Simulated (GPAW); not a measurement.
Consider GaP (R-3m).

```cif
data_structure
_symmetry_space_group_name_H-M 'P 1'
_symmetry_Int_Tables_number 1
_cell_length_a 6.8110
_cell_length_b 6.8110
_cell_length_c 6.8110
_cell_angle_alpha 33.151
_cell_angle_beta 33.151
_cell_angle_gamma 33.151
_cell_volume 84.10
loop_
_atom_site_label
_atom_site_type_symbol
_atom_site_fract_x
_atom_site_fract_y
_atom_site_fract_z
_atom_site_occupancy
Ga1 Ga 0.56463 0.56463 0.56463 1
Ga2 Ga 0.43537 0.43537 0.43537 1
P3 P 0.94261 0.94261 0.94261 1
P4 P 0.05739 0.05739 0.05739 1
```

Absorber: atom 1, with 3 P at 2.40 Å and 1 Ga at 2.49 Å (distorted tetrahedral, site symmetry 3m). Method: GPAW, LDA, full core hole (charged cell), 12-atom cell with 6.7 Å between holes, 5×5×4 k points, dipole transitions, Gaussian full width 1.82 eV up to 4 eV, rising linearly to 3.5 eV at 25 eV.

Q: What does the Ga K edge look like?

Main maxima up to 28 eV above the zero (height): 3.2 eV (1.64), 11.4 eV (1.11), 17.2 eV (0.85) and 27.2 eV (0.88). A K edge sees empty p states on the absorber. 

The Ga K spectrum (energy from the lowest empty level; intensity scaled to a mean of 1 over the first 20 eV; polarised curves are means over the symmetry-equivalent atoms):

```tsv
E (eV)	isotropic	ε ⊥ c	ε ∥ c
-2.0	0.00	0.00	0.00
-1.4	0.01	0.01	0.01
-0.8	0.06	0.07	0.04
-0.2	0.20	0.23	0.14
0.4	0.46	0.52	0.36
1.0	0.78	0.84	0.65
1.6	1.08	1.15	0.94
2.2	1.37	1.48	1.15
2.8	1.60	1.79	1.22
3.4	1.62	1.84	1.18
4.0	1.43	1.60	1.10
4.6	1.21	1.27	1.09
5.2	1.09	1.06	1.16
5.8	1.04	0.96	1.19
6.4	1.00	0.93	1.15
7.0	0.97	0.91	1.11
7.6	0.96	0.89	1.11
8.2	0.96	0.90	1.10
8.8	0.97	0.92	1.07
9.4	1.00	0.97	1.05
10.0	1.04	1.03	1.06
10.6	1.08	1.08	1.08
11.2	1.10	1.11	1.09
11.8	1.10	1.11	1.08
12.4	1.05	1.06	1.03
13.0	0.96	0.97	0.94
13.6	0.87	0.88	0.85
14.2	0.81	0.81	0.80
14.8	0.79	0.78	0.80
15.4	0.80	0.78	0.84
16.0	0.82	0.80	0.87
16.6	0.84	0.82	0.89
17.2	0.85	0.83	0.88
17.8	0.85	0.84	0.87
18.4	0.84	0.84	0.84
19.0	0.83	0.84	0.82
19.6	0.82	0.84	0.79
20.2	0.80	0.82	0.75
20.8	0.77	0.80	0.72
21.4	0.75	0.77	0.70
22.0	0.72	0.75	0.68
22.6	0.71	0.74	0.67
23.2	0.72	0.74	0.68
23.8	0.73	0.75	0.71
24.4	0.76	0.77	0.76
25.0	0.80	0.79	0.82
25.6	0.83	0.81	0.87
26.2	0.86	0.83	0.92
26.8	0.88	0.85	0.94
27.4	0.88	0.85	0.93
28.0	0.87	0.85	0.91
28.6	0.85	0.84	0.86
29.2	0.82	0.82	0.81
```

The script folds with a Gaussian, whereas the core hole's own line is a Lorentzian, so the onset is too steep and the first peak too high. The structure is a computed Materials Project entry and may be a hypothetical form.

[Banner, clock and machine lines of the logs are left out without a mark of their own.]

[Logs are printed without paths, hosts, clocks, repeated set-up lines and the standing remarks that a program may print on its own settings, such as how far it seeks lower states.]

[Hosts, paths, dates, database ids (printed as entryN), source tags and the programs' standing remarks are cut or masked in the printed files.]

[Lists of maxima count a maximum above −3 eV only where it reaches 4 % of the highest in the window and stands out from its surroundings by 2 % of it (1.5 % where it reaches 55 %); shoulders and weaker maxima are passed over, and of the rest the first, up to two pre-edge ones and the few strongest are named.]
